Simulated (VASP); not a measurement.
# ZnS (P6_3mc) in VASP: notebook

ZnS is run at these levels: PBEsol, revPBE+D3(BJ); tasks: single point, relaxation of cell and atoms.

Program: VASP 6.6.1. These are calculated values, not measurements. Logs are shortened: lines on timing, memory, paths and dates and some standing lists are left out, and cuts for length are marked.

**Measured values to compare with.**

A printed reference work, monograph reports, for a bulk crystal of ZnS at 4 K: band gap 3.911 eV (direct).

How close the calculation comes is told below.

## Step 1: The cell of the first run

The structure is hexagonal, space group P6_3mc (No. 186). The conventional cell has a = 3.785 Å, b = 3.785 Å, c = 12.392 Å, α = 90.00°, β = 90.00°, γ = 120.00°. Within 3.1 Å of Zn (site symmetry 3m) lie 4 S at 2.32 Å. Within 3.1 Å of Zn (site symmetry 3m) lie 4 S at 2.32 Å. Within 3.1 Å of S (site symmetry 3m) lie 4 Zn at 2.32 Å. Within 3.1 Å of S (site symmetry 3m) lie 4 Zn at 2.32 Å.

## Step 2: Single point, PBEsol

Contents of INCAR:

```
SYSTEM = ZnS
PREC = Accurate
ENCUT = 500
EDIFF = 1E-6
ISMEAR = -1
SIGMA = 0.05
LREAL = .False.
LASPH = .True.
NELM = 120
ALGO = Normal
ISIF = 2
LWAVE = .False.
LCHARG = .False.
GGA = PS
NBANDS = 46
GGA_COMPAT = .False.
```

Contents of KPOINTS:

```
Automatic mesh
0
Gamma
  8 8 3
  0 0 0
```

Contents of POSCAR:

```
ZnS
1.0
    3.7848197866      0.0000000000      0.0000000000
   -1.8924098933      3.2777500839      0.0000000000
    0.0000000000      0.0000000000     12.3922068232
Zn S
4 4
Direct
    0.6666666667      0.3333333333      0.7500872336
    0.3333333333      0.6666666667      0.2500872336
    0.0000000000      0.0000000000      0.5001653444
    0.0000000000      0.0000000000      0.0001653444
    0.6666666667      0.3333333333      0.9375511499
    0.3333333333      0.6666666667      0.4375511499
    0.0000000000      0.0000000000      0.6871962721
    0.0000000000      0.0000000000      0.1871962721
```

Potentials or basis: VASP PAW PBE potentials, release 64 (Zn, S).

The run is started by

```console
$ cat potpaw_PBE.64/Zn/POTCAR potpaw_PBE.64/S/POTCAR > POTCAR
$ mpirun -np 1 vasp_std > vasp.out
```

OUTCAR:

```text
SYSTEM = ZnS
   PREC = Accurate
   ENCUT = 500
   EDIFF = 1E-6
   ISMEAR = -1
   LREAL = .False.
   LASPH = .True.
   NELM = 120
   ISIF = 2
   GGA = PS

 ion  position               nearest neighbor table
   1  0.667  0.333  0.750-   7 2.32   7 2.32   7 2.32   5 2.32
   2  0.333  0.667  0.250-   8 2.32   8 2.32   8 2.32   6 2.32
   3  0.000  0.000  0.500-   7 2.32   6 2.32   6 2.32   6 2.32
   4  0.000  0.000  0.000-   8 2.32   5 2.32   5 2.32   5 2.32
   5  0.667  0.333  0.938-   4 2.32   4 2.32   4 2.32   1 2.32
   6  0.333  0.667  0.438-   3 2.32   3 2.32   3 2.32   2 2.32
   7  0.000  0.000  0.687-   3 2.32   1 2.32   1 2.32   1 2.32
   8  0.000  0.000  0.187-   4 2.32   2 2.32   2 2.32   2 2.32

  LATTYP: Found a hexagonal cell.
 ALAT       =     3.7848197866
 C/A-ratio  =     3.2741867571

  Lattice vectors:

 A1 = (   3.7848197866,   0.0000000000,   0.0000000000)
 A2 = (  -1.8924098933,   3.2777500839,   0.0000000000)
 A3 = (   0.0000000000,   0.0000000000,  12.3922068232)

Analysis of symmetry for initial positions (statically):
=====================================================================
 Subroutine PRICEL returns:
 Original cell was already a primitive cell.

 Routine SETGRP: Setting up the symmetry group for a
 hexagonal supercell.

 Subroutine GETGRP returns: Found 12 space group operations
 (whereof  6 operations were pure point group operations)
 out of a pool of 24 trial point group operations.

The static configuration has the point symmetry C_3v.
 The point group associated with its full space group is C_6v.

Analysis of symmetry for dynamics (positions and initial velocities):
=====================================================================
 Subroutine PRICEL returns:
 Original cell was already a primitive cell.

 Routine SETGRP: Setting up the symmetry group for a
 hexagonal supercell.

 Subroutine GETGRP returns: Found 12 space group operations
 (whereof  6 operations were pure point group operations)
 out of a pool of 24 trial point group operations.

The dynamic configuration has the point symmetry C_3v.
 The point group associated with its full space group is C_6v.

 Subroutine INISYM returns: Found 12 space group operations
 (whereof  6 operations are pure point group operations),
 and found     1 'primitive' translations

----------------------------------------------------------------------------------------

                                     Primitive cell

  volume of cell :     153.7339

  direct lattice vectors                    reciprocal lattice vectors
     3.784819787  0.000000000  0.000000000     0.264213372  0.152543662  0.000000000
    -1.892409893  3.277750084  0.000000000     0.000000000  0.305087323  0.000000000
     0.000000000  0.000000000 12.392206823     0.000000000  0.000000000  0.080695877

  length of vectors
     3.784819787  3.784819787 12.392206823     0.305087323  0.305087323  0.080695877

  position of ions in fractional coordinates (direct lattice)
     0.666666667  0.333333333  0.750087234
     0.333333333  0.666666667  0.250087234
     0.000000000  0.000000000  0.500165344
     0.000000000  0.000000000  0.000165344
     0.666666667  0.333333333  0.937551150
     0.333333333  0.666666667  0.437551150
     0.000000000  0.000000000  0.687196272
     0.000000000  0.000000000  0.187196272

  ion indices of the primitive-cell ions
   primitive index   ion index
                 1           1
                 2           2
                 3           3
                 4           4
                 5           5
                 6           6
                 7           7
                 8           8

----------------------------------------------------------------------------------------

 KPOINTS: Automatic mesh

Automatic generation of k-mesh.
 Grid dimensions read from file:
 generate k-points for:    8    8    3

 Generating k-lattice:

  Cartesian coordinates                     Fractional coordinates (reciprocal lattice)
     0.033026672  0.019067958  0.000000000     0.125000000  0.000000000  0.000000000
     0.000000000  0.038135915  0.000000000     0.000000000  0.125000000  0.000000000
     0.000000000  0.000000000  0.026898626     0.000000000  0.000000000  0.333333333

  Length of vectors
     0.038135915  0.038135915  0.026898626

  Shift w.r.t. Gamma in fractional coordinates (k-lattice)
     0.000000000  0.000000000  0.000000000

 Subroutine IBZKPT returns following result:
 ===========================================

 Found     20 irreducible k-points:

 Following reciprocal coordinates:
            Coordinates               Weight
  0.000000  0.000000  0.000000      1.000000
  0.125000  0.000000  0.000000      6.000000
  0.250000  0.000000  0.000000      6.000000
  0.375000  0.000000  0.000000      6.000000
  0.500000  0.000000  0.000000      3.000000
  0.125000  0.125000  0.000000      6.000000
[... 12 lines left out ...]
  0.250000  0.250000  0.333333     12.000000
  0.375000  0.250000  0.333333     12.000000
   k-points           NKPTS =     20   k-points in BZ     NKDIM =     20   number of bands    NBANDS=     46
   number of dos      NEDOS =    301   number of ions     NIONS =      8
   total plane-waves  NPLWV =  70560
   dimension x,y,z NGX =    28 NGY =   28 NGZ =   90
   dimension x,y,z NGXF=    56 NGYF=   56 NGZF=  180
   ions per type =               4   4
   NGX,Y,Z   is equivalent  to a cutoff of  12.30, 12.30, 12.07 a.u.
   NGXF,Y,Z  is equivalent  to a cutoff of  24.60, 24.60, 24.15 a.u.
 SYSTEM =  ZnS
   PREC   = accura    normal or accurate (medium, high low for compatibility)
   ISTART =      0    job   : 0-new  1-cont  2-samecut
   ICHARG =      2    charge: 1-file 2-atom 10-const
   ISPIN  =      1    spin polarized calculation?
   LNONCOLLINEAR =      F non collinear calculations
   LSORBIT =      F    spin-orbit coupling
   LASPH  =      T    aspherical Exc in radial PAW
   ENCUT  =  500.0 eV  36.75 Ry    6.06 a.u.   6.90  6.90 22.59*2*pi/ulx,y,z
   NELM   =    120;   NELMIN=  2; NELMDL= -5     # of ELM steps
   EDIFF  = 0.1E-05   stopping-criterion for ELM
   LREAL  =      F    real-space projection
   EDIFFG = 0.1E-04   stopping-criterion for IOM
   NSW    =      0    number of steps for IOM
   IBRION =     -1    ionic relax: 0-MD 1-quasi-New 2-CG
   NFREE  =      0    steps in history (QN), initial steepest desc. (CG)
   ISIF   =      2    stress and relaxation
   ISYM   =      2    0-nonsym 1-usesym 2-fastsym
   POTIM  = 0.5000    time-step for ionic-motion
   TEBEG  =    0.0;   TEEND  =   0.0 temperature during run
   PSTRESS=    0.0 pullay stress
   NELECT =      72.0000    total number of electrons
   NUPDOWN=      -1.0000    fix difference up-down
   EMIN   =  10.00;   EMAX   =-10.00  energy-range for DOS
   EFERMI =   0.00;   METHOD = LEGACY
   ISMEAR =    -1;   SIGMA  =   0.05  broadening in eV -4-tet -1-fermi 0-gaus
   EFERMI_NEDOS =   21; number of points for ismear=-14 and -15
   IALGO  =     38    algorithm
   IMIX   =      4    mixing-type and parameters
     AMIX     =   0.40;   BMIX     =  1.00
     AMIX_MAG =   1.60;   BMIX_MAG =  1.00
  volume/ion in A,a.u.               =      19.22       129.68
  Fermi-wavevector in a.u.,A,eV,Ry     =   1.271342  2.402488 21.991243  1.616311
  Thomas-Fermi vector in A             =   2.404280
   LORBIT       =      0    0 simple, 1 ext, 2 COOP (PROOUT), +10 PAW based schemes
   GGA     = PS    functional components
   LHFCALC =     F    Hartree Fock is set to
   AEXX    =    0.0000 exact exchange contribution
   IVDW    =     0    specifies the selected vdW correction
   LEPSILON=     F    determine dielectric tensor
   LRPA    =     F    only Hartree local field effects (RPA)
 non-spin polarized calculation
  energy-cutoff  :      500.00
  volume of cell :      153.73
 maximum number of plane-waves:      3922
 NGX is ok and might be reduce to    28
   NGX = 13   NGY = 13   NGZ = 45

 number of electron      71.9999989 magnetization

 Free energy of the ion-electron system (eV)
  ---------------------------------------------------
  ext. energy  EPLUGINS =         0.00000000
  ---------------------------------------------------
  free energy    TOTEN  =       -30.34495088 eV

  energy without entropy =      -30.34495088  energy(sigma->0) =      -30.34495088

 E-fermi :   3.2862     XC(G=0):  -9.9697

 val. band max:        2.2720699436   @ k =   0.0000   0.0000   0.0000
 cond. band min:       4.3997735539   @ k =   0.0000   0.0000   0.0000
 fundamental gap:      2.1277036102
 Fermi energy:         3.2861766997

 k-point     1 :       0.0000    0.0000    0.0000
  band No.  band energies     occupation
      1     -11.0853      2.00000
      2     -10.6396      2.00000
      3     -10.6281      2.00000
      4     -10.0884      2.00000
      5      -4.2143      2.00000
      6      -4.2056      2.00000
[... 38 lines left out ...]
     45       8.8244      0.00000
     46       9.0436      0.00000

 k-point     2 :       0.1250    0.0000    0.0000
  band No.  band energies     occupation
      1     -10.9744      2.00000
      2     -10.5475      2.00000
      3     -10.5360      2.00000
      4     -10.0268      2.00000
      5      -4.2247      2.00000
      6      -4.2140      2.00000
[... 38 lines left out ...]
     45       8.8434      0.00000
     46       9.1198      0.00000

 k-point     3 :       0.2500    0.0000    0.0000
  band No.  band energies     occupation
      1     -10.6760      2.00000
      2     -10.3102      2.00000
      3     -10.2985      2.00000
      4      -9.8828      2.00000
      5      -4.2564      2.00000
      6      -4.2282      2.00000
[... 822 lines left out ...]
     45       9.3888      0.00000
     46       9.7314      0.00000

 k-point    20 :       0.3750    0.2500    0.3333
  band No.  band energies     occupation
      1      -9.9180      2.00000
      2      -9.8873      2.00000
      3      -9.8120      2.00000
      4      -9.7875      2.00000
      5      -4.1521      2.00000
      6      -4.1425      2.00000
[... 38 lines left out ...]
     45       9.5338      0.00000
     46       9.8202      0.00000

------------------------ aborting loop because EDIFF is reached ----------------------------------------

  FORCE on cell =-STRESS in cart. coord.  units (eV):
  Direction    XX          YY          ZZ          XY          YZ          ZX
  --------------------------------------------------------------------------------------
  -------------------------------------------------------------------------------------
  Total        0.1432147      0.1432147      0.1711576      0.0000000      0.0000000      0.0000000
  in kB        1.4925489      1.4925489      1.7837627      0.0000000      0.0000000      0.0000000
  external PRESSURE =       1.5896201 kB  Pullay stress =       0.0000000 kB

 VOLUME and BASIS-vectors are now :
 -----------------------------------------------------------------------------
  energy-cutoff  :      500.00
  volume of cell :      153.73
      direct lattice vectors                 reciprocal lattice vectors
     3.784819787  0.000000000  0.000000000     0.264213372  0.152543662  0.000000000
    -1.892409893  3.277750084  0.000000000     0.000000000  0.305087323  0.000000000
     0.000000000  0.000000000 12.392206823     0.000000000  0.000000000  0.080695877

 POSITION                                       TOTAL-FORCE (eV/Angst)
 -----------------------------------------------------------------------------------
      1.89241      1.09258      9.29524         0.000000     -0.000000     -0.003109
     -0.00000      2.18517      3.09913        -0.000000      0.000000     -0.003109
      0.00000      0.00000      6.19815        -0.000000      0.000000     -0.003353
      0.00000      0.00000      0.00205         0.000000      0.000000     -0.003353
      1.89241      1.09258     11.61833        -0.000000      0.000000      0.003283
     -0.00000      2.18517      5.42222        -0.000000      0.000000      0.003283
      0.00000      0.00000      8.51588         0.000000     -0.000000      0.003178
      0.00000      0.00000      2.31977        -0.000000      0.000000      0.003178
 -----------------------------------------------------------------------------------
    total drift:                               -0.000002     -0.000003      0.000782

  FREE ENERGIE OF THE ION-ELECTRON SYSTEM (eV)
  ---------------------------------------------------
  free  energy   TOTEN  =       -30.3449508779 eV

  energy  without entropy=      -30.3449508779  energy(sigma->0) =      -30.34495088
```

It took 72 s on 1 thread of Intel Xeon 6975P-C (Granite Rapids), shared host; peak memory 0.29 GiB.

What came out:

| Quantity | Value |
| --- | --- |
| Free energy | -30.3450 eV |
| Pressure | 0.2 GPa |
| Largest force | 0.003 eV/Å |
| Band gap on the k mesh | 2.13 eV |

Forces in eV/Å, atoms in the order of the input:
```
Zn   0.000  0.000 -0.003
Zn   0.000  0.000 -0.003
Zn   0.000  0.000 -0.003
Zn   0.000  0.000 -0.003
S    0.000  0.000  0.003
S    0.000  0.000  0.003
S    0.000  0.000  0.003
S    0.000  0.000  0.003
```

Caveat: the PAW data sets were made with another functional, which shifts forces and pressure a little.

## Step 3: Relaxation of cell and atoms, PBEsol

This run uses another cell than the first one, of 19.81 Å³/atom.

Contents of INCAR:

```
SYSTEM = ZnS
ALGO = Normal
EDIFF = 1E-7
EDIFFG = -0.01
ENCUT = 500
GGA = PS
GGA_COMPAT = .FALSE.
IBRION = 2
ISIF = 3
ISMEAR = -1
LASPH = .TRUE.
LCHARG = .FALSE.
LREAL = .FALSE.
LWAVE = .FALSE.
NELM = 120
NELMIN = 4
NSW = 60
PREC = Accurate
SIGMA = 0.05
```

Contents of KPOINTS:

```
k-points
0
G
  8 8 3
  0 0 0
```

Contents of POSCAR:

```
ZnS
1.0
    3.8227000000      0.0000000000      0.0000000000
   -1.9113500000      3.3105553110      0.0000000000
    0.0000000000      0.0000000000     12.5200000000
Zn S
4 4
Direct
    0.6666666667      0.3333333333      0.7500000000
    0.3333333333      0.6666666667      0.2500000000
    0.0000000000      0.0000000000      0.5000000000
    0.0000000000      0.0000000000      0.0000000000
    0.6666666667      0.3333333333      0.9375000000
    0.3333333333      0.6666666667      0.4375000000
    0.0000000000      0.0000000000      0.6875000000
    0.0000000000      0.0000000000      0.1875000000
```

Potentials or basis: VASP PAW PBE potentials, release 64 (Zn, S).

The run is started by

```console
$ cat potpaw_PBE.64/Zn/POTCAR potpaw_PBE.64/S/POTCAR > POTCAR
$ mpirun -np 1 vasp_std > vasp.out
```

Run time: 4.3 min. Hardware: 1 thread of Intel Xeon 6975P-C (Granite Rapids), shared host; peak memory 0.31 GiB.

Results (log left out):

| Item | Value |
| --- | --- |
| Free energy | -30.3463 eV |
| Relaxed volume | 19.27 Å³/atom |
| Relaxed cell | a = 3.789 Å, b = 3.789 Å, c = 12.401 Å, α = 90.00°, β = 90.00°, γ = 120.00° |
| Space group after relaxing (to 0.1 Å) | P6_3mc (No. 186) |
| Energy gained by relaxing | 3.6 meV/atom |
| Ionic steps | 5 |
| Pressure after relaxing | 0.0 GPa |
| Largest force after relaxing | 0.010 eV/Å |
| Band gap on the k mesh | 2.12 eV |

Forces on the atoms (eV/Å):
```
Zn   0.000  0.000  0.002
Zn   0.000  0.000  0.002
Zn   0.000  0.000  0.004
Zn   0.000  0.000  0.004
S    0.000  0.000  0.004
S    0.000  0.000  0.004
S    0.000  0.000 -0.010
S    0.000  0.000 -0.010
```

Step by step:
| step | energy change (eV) | largest force (eV/Å) | pressure (GPa) | volume (Å³) |
| --- | --- | --- | --- | --- |
| 1 | 0.0000 | 0.0402 | -2.05 | 158.44 |
| 2 | -0.0253 | 0.0179 | 0.74 | 152.70 |
| 3 | -0.0285 | 0.0242 | 0.00 | 154.10 |
| 4 | -0.0285 | 0.0245 | -0.03 | 154.19 |
| 5 | -0.0286 | 0.0096 | -0.04 | 154.19 |

Final structure:
```yaml
crystal:
  lattice:
    - [3.78911, 0.00000, 0.00000]
    - [-1.89456, 3.28147, 0.00000]
    - [0.00000, 0.00000, 12.40112]
  atoms:
    - { symbol: Zn, position: [0.66667, 0.33333, 0.75003] }
    - { symbol: Zn, position: [0.33333, 0.66667, 0.25003] }
    - { symbol: Zn, position: [0.00000, 0.00000, 0.50010] }
    - { symbol: Zn, position: [0.00000, 0.00000, 0.00010] }
    - { symbol: S, position: [0.66667, 0.33333, 0.93757] }
    - { symbol: S, position: [0.33333, 0.66667, 0.43757] }
    - { symbol: S, position: [0.00000, 0.00000, 0.68730] }
    - { symbol: S, position: [0.00000, 0.00000, 0.18730] }
```

Levels at points of the mesh, in eV from the valence-band top:
| k point | band 33 | band 34 | band 35 | band 36 | band 37 | band 38 | band 39 | band 40 |
| --- | --- | --- | --- | --- | --- | --- | --- | --- |
| (0.00, 0.00, 0.00) | -0.49 | -0.04 | 0.00 | 0.00 | 2.12 | 3.12 | 3.34 | 3.59 |
| (0.50, 0.00, 0.00) | -1.68 | -1.66 | -1.17 | -0.92 | 3.19 | 3.20 | 3.63 | 4.22 |

Caveat: the PAW data sets were made with another functional, which shifts forces and pressure a little. Expect the measured gap to be larger: semilocal functionals such as PBEsol lack the derivative discontinuity.

(Continued in part 2 of 2.)
